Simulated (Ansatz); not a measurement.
Here is an Ansatz 0.2.0 calculation.

Contents of input.yaml:

```yaml
crystal:
  lattice:
    - [4.467, 0.0, 0.0]
    - [0.0, 4.467, 0.0]
    - [0.0, 0.0, 4.467]
  atoms:
    - { symbol: Fe, position: [0.14216657, 0.14173709, 0.13965789], spin: 3.0 }
    - { symbol: Fe, position: [0.37416657, 0.87373709, 0.63965789], spin: 3.0 }
    - { symbol: Fe, position: [0.64216657, 0.37373709, 0.87165789], spin: 3.0 }
    - { symbol: Fe, position: [0.87416657, 0.64173709, 0.37165789], spin: 3.0 }
    - { symbol: Si, position: [0.85266657, 0.85223709, 0.85015789] }
    - { symbol: Si, position: [0.66366657, 0.16323709, 0.35015789] }
    - { symbol: Si, position: [0.35266657, 0.66323709, 0.16115789] }
    - { symbol: Si, position: [0.09833403, 0.29034036, 0.61589477] }
hamiltonian:
  xc: pbe
  pseudopotentials: { kind: paw }
magnetization:
  spin_polarized: true
kpoints:
  mp_grid: { grid: [6, 6, 6] }
scf:
  occupations: { method: fermi_dirac, width: 0.05 }
output:
  forces: true
  stress: true
  eigenvalues: true
```

Potentials or basis: Ansatz PAW.

Command:

```console
$ ansatz run input.yaml --threads 4 --pin off --max-ram 11264MiB --backend cpu --events-out ev --progress --plain --runs-dir out
```

Q: What does it give for the pressure?

A: 2.0 GPa.

Q: Estimate the site moments.

A: Fe +0.16, +0.27, +0.48, +0.15; Si -0.01 μB.

Q: Estimate the net moment.

A: 0.96 μB per cell.

Stress tensor (GPa, compression positive):
```
 2.43 -0.41  1.19
-0.41  2.02 -0.03
 1.19 -0.03  1.57
```

Caveat: forces of over 1 eV/Å show positions far from the minimum, so gaps and moduli don't describe the material at rest; the starting moments weren't kept.
